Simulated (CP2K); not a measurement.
Crystal: CsPbCl3.

```xyz
5
Lattice="5.6050 0.0000 0.0000 0.0000 5.6050 0.0000 0.0000 0.0000 5.6050" Properties=species:S:1:pos:R:3 pbc="T T T"
Pb    2.8025    2.8025    2.8025
Cs    0.0000    0.0000    0.0000
Cl    2.8025    0.0000    2.8025
Cl    0.0000    2.8025    2.8025
Cl    2.8025    2.8025    0.0000
```

Base run:

| Quantity | Value |
| --- | --- |
| Program | CP2K 2026.2 |
| Functional | PBEsol |
| Potentials or basis | POTENTIAL_UZH Pb GTH-PBE-q4, Cs GTH-PBE-q9, Cl GTH-PBE-q7; DZVP-MOLOPT-PBE-GTH basis |
| Density cutoff | 9184 eV |
| k mesh | 5 × 5 × 5 |
| Occupations | fermi-dirac, width 0.05 eV |
| Spin | no spin polarisation |

Its results: band gap on the k mesh 2.77 eV, direct; pressure 1.1 GPa.

Q: After a change of settings the same cell gave: band gap on the k mesh 2.73 eV, direct; pressure 0.3 GPa. Which change was it?
A. functional from PBEsol to vdW-DF2
B. functional from PBEsol to LDA
C. functional from PBEsol to WC
D. functional from PBEsol to TPSS

A: B.

LDA binds more tightly than PBEsol, so the same cell stands under less pressure.

Caveats: the potentials were made for another functional, which shifts forces and pressure; spin-orbit coupling is left out, which as a rule narrows the gap of such compounds by several tenths of an eV; an odd mesh through Γ misses points on the zone boundary, where band edges often lie; the basis of atomic orbitals isn't converged, which shifts pressures, moduli and gaps.

Runs at the PBE level aren't shown here.
